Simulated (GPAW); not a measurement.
The system is CdSe (Cadmoselite).

```xyz
4
Lattice="4.3000 0.0000 0.0000 -2.1500 3.7239 0.0000 0.0000 0.0000 7.0200" Properties=species:S:1:pos:R:3 pbc="T T T"
Cd    2.1500    1.2413    3.5100
Cd    0.0000    2.4826    0.0000
Se    2.1500    1.2413    6.2127
Se    0.0000    2.4826    2.7027
```

```yaml
Program: GPAW 26.7.0
Task: relaxation of cell and atoms
Functional: BLYP
Dispersion: D3
Potentials_or_basis: PAW data sets generated in the run's folder for this functional
Cutoff: 600 eV
Basis: pw
k_mesh: 5 × 5 × 3
Occupations: fermi-dirac, width 0.05 eV
Spin: no spin polarisation
```

At the start: pressure 1.2 GPa; volume 28.10 Å³/atom.

Q: Where does the relaxation end?

A: Over 6 steps the energy falls by 6.8 meV/atom and the volume is 28.68 Å³/atom (+2.1 %); space group P6_3mc (No. 186, to 0.05 Å).

The path:
```csv
step,energy change (eV),largest force (eV/Å),pressure (GPa),volume (Å³)
1,0.0000,0.2814,1.19,112.41
2,-0.0073,0.2402,1.04,112.66
3,-0.0265,0.0190,0.26,114.17
4,-0.0267,0.0099,0.24,114.20
5,-0.0272,0.0136,0.10,114.52
6,-0.0273,0.0144,0.00,114.74
```

Final structure:
```xyz
4
Lattice="4.3393 0.0000 0.0000 -2.1697 3.7580 0.0000 0.0000 0.0000 7.0361" Properties=species:S:1:pos:R:3 pbc="T T T"
Cd    2.1697    1.2527    3.5439
Cd    0.0000    2.5053    0.0258
Se    2.1697    1.2527    6.2011
Se    0.0000    2.5053    2.6831
```

Caveat: later steps reuse the first step's grids.
